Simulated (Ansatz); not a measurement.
**CrO2**

Computed with Ansatz (plane waves, PAW, 420 eV cutoff): PBE with spin–orbit coupling, two-component spinors, 6×6×10 k-mesh, Gaussian smearing of 0.05 eV; PAW files: Ansatz's generated set soft_2.

```yaml
crystal:
  lattice:
    - [4.44352, 0.00000, 0.00000]
    - [0.00000, 4.44352, 0.00000]
    - [0.00000, 0.00000, 2.92274]
  atoms:
    - { symbol: Cr, position: [0.00000, 0.00000, 0.00000] }
    - { symbol: Cr, position: [0.50000, 0.50000, 0.50000] }
    - { symbol: O, position: [0.30357, 0.30357, 0.00000] }
    - { symbol: O, position: [0.19643, 0.80357, 0.50000] }
    - { symbol: O, position: [0.69643, 0.69643, 0.00000] }
    - { symbol: O, position: [0.80357, 0.19643, 0.50000] }
```

The chain of runs began from a cell as deposited in COD, expanded in volume.

Magnetic state: ferromagnetic, site spin moments Cr 1.91; O 0.28 μB, along [001] (Cartesian), which lowers the symmetry.

Cell and atoms are those of this level's equilibrium.

The cell has space group P4_2/mnm (read at 0.01 Å). In it the stress is -0.01, -0.01, -0.16, 0.00, 0.00, 0.00 GPa, so the shape isn't fully relaxed, and the largest force component 0.008 eV/Å. Each change below starts from this cell, without further relaxation. Stress is in GPa, positive in compression, in the order xx, yy, zz, yz, xz, xy; energies are counted from the cell above and are free energies with the smearing's entropy, which match forces and stress in a metal.

Task: One atom was moved along a Cartesian axis, and these forces appeared. Which atom, and about how far?
| atom | Fx (eV/Å) | Fy | Fz |
| --- | --- | --- | --- |
| Cr1 | 0.004 | -0.081 | 0.000 |
| Cr2 | 0.567 | 0.332 | 0.000 |
| O3 | -1.500 | -0.602 | 0.000 |
| O4 | 0.034 | -0.046 | 0.000 |
| O5 | 0.302 | 0.395 | 0.000 |
| O6 | 0.593 | 0.003 | 0.000 |

Result: Atom 3 (O) is moved by 0.12 Å along x; the energy changes by 89.4 meV per cell.

Task: What stress follows from an engineering strain of 2 % in zz, atoms carried along?

Result: -3.17, -3.17, -9.11, 0.00, 0.00, 0.00 GPa; the energy changes by 34.3 meV per cell.
```
atom  Fx (eV/Å)      Fy     Fz
 Cr1      0.000   0.000  0.000
 Cr2      0.000   0.000  0.000
  O3      0.058   0.058  0.000
  O4     -0.058   0.058  0.000
  O5     -0.058  -0.058  0.000
  O6      0.058  -0.058  0.000
```
The change of the stress over the strain gives a clamped-atom stiffness of about 448 GPa for this component, a secant value that lies under the elastic constant in tension and over it in compression, by several per cent for each per cent of strain.
In a harmonic crystal the energy would rise by V(½Cε² − σ₀ε), with σ₀ the stress of the unstrained cell, = 33.4 meV, which matches.

Site moments are of spin, integrated over Gaussian weights of 0.5 Å, which gives about a tenth less on f atoms than spheres do. Compounds of this kind are often insulators, Mott or charge-transfer ones with an open 3d shell, so the metal found may come from the functional, which lacks a U or exact exchange, or from the structure. Only parallel moments were tried, so the real magnetic order may be another.
